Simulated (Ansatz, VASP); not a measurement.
This is a calculation of V for Ansatz 0.2.0.

File input.yaml:

```yaml
crystal:
  lattice:
    - [2.62293114, 0.0, 0.0]
    - [-0.8743103798, 2.4729231943, 0.0]
    - [-0.8743103798, -1.2364615967, 2.1416143081]
  atoms:
    - { symbol: V, position: [0.0, 0.0, 0.0], spin: 2.0 }
hamiltonian:
  xc: pbe
  pseudopotentials: { kind: paw }
magnetization:
  spin_polarized: true
kpoints:
  mp_grid: { grid: [12, 12, 12] }
scf:
  occupations: { method: gaussian, width: 0.02 }
output:
  forces: true
  stress: true
  eigenvalues: true
```

Potentials or basis: Ansatz PAW.

Command:

```console
$ ansatz run input.yaml --threads 1 --pin off --max-ram 3584MiB --backend cpu --events-out ev --progress --plain --runs-dir out
```

Q: Translate it to VASP 6.6.1. Potentials there: VASP PAW PBE potentials, release 64 (V_sv).

A: As run (the cutoff follows the program's own potentials):

Contents of INCAR:

```
ALGO = Fast ; EDIFF = 1E-7
ENCUT = 520 ; GGA = PE
ISIF = 2 ; ISMEAR = 0
ISPIN = 2 ; LASPH = True
LCHARG = False ; LMAXMIX = 4
LORBIT = 11 ; LREAL = False
LWAVE = False ; MAGMOM = 2
NBANDS = 16 ; NELM = 150
PREC = Accurate ; SIGMA = 0.02
```

File KPOINTS:

```
k-points
0
Gamma
  12 12 12
```

Contents of POSCAR:

```
V
1.0
    2.6229311400      0.0000000000      0.0000000000
   -0.8743103798      2.4729231943      0.0000000000
   -0.8743103798     -1.2364615967      2.1416143081
V
1
Direct
    0.0000000000      0.0000000000      0.0000000000
```

Potentials or basis: VASP PAW PBE potentials, release 64 (V_sv).

The run is started by

```console
$ cat potpaw_PBE.64/V_sv/POTCAR > POTCAR
$ mpirun -np 1 vasp_std > vasp.out
```

Both were run:

|  | VASP | Ansatz | Ansatz less VASP |
| --- | --- | --- | --- |
| gap on the k mesh at the Fermi level (eV) | none | none | - |
| pressure (GPa) | -5.0 | -5.2 | -0.18 |
| net moment per atom (μB) | 0.12 | 0.12 | -0.005 |
| size of the moment on the site where the two differ most (μB) | 0.11 | 0.10 | -0.009 |

Site moments also hang on the region over which each program counts them. A gap of «none» marks a metal or a gap that the smearing closes. The functional is the same, so the differences come from potentials, cutoffs and numerics.

Caveats: the starting moments weren't kept (Ansatz).
